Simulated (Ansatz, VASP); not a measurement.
Two plane-wave programs on Pt

```
Pt
1.0
    -1.53669    1.53669    1.56046
     1.53669   -1.53669    1.56046
     1.53669    1.53669   -1.56046
Pt
1
Direct
  0.00000 0.00000 0.00000
```

Change from the starting cell: strain -0.030 along x and y, -0.015 along z, atoms carried along.

Alike in both runs: task single point; functional PBEsol; k mesh 22 × 22 × 22; occupations gaussian, width 0.15 eV; no spin polarisation.

|  | VASP | Ansatz |
| --- | --- | --- |
| version | VASP 6.6.1 | Ansatz 0.2.0 |
| potentials or method | VASP PAW PBE potentials, release 64 (Pt) | scalar-relativistic, plane waves, PAW |
| plane-wave cutoff (eV) | 520 | 420 |
| valence electrons in the cell | 10 | 18 |

VASP gave:

```
gap on the k mesh at the Fermi level (eV)       : none
pressure (GPa)                                  : 9.0
largest component of the traceless stress (GPa) : 1.23
```

Question: Estimate Ansatz's values.

Answer: gap on the k mesh at the Fermi level (eV): none; pressure (GPa): 9.4; largest component of the traceless stress (GPa): 1.22.

A gap of «none» marks a metal or a gap that the smearing closes. The functional is the same, so the differences come from potentials, cutoffs and numerics. The two sets of potentials don't hold the same shells in valence.

Caveats: the PAW data sets were made with another functional, which shifts forces and pressure a little (VASP). Spin-orbit coupling is left out, which matters for the levels of Pt.
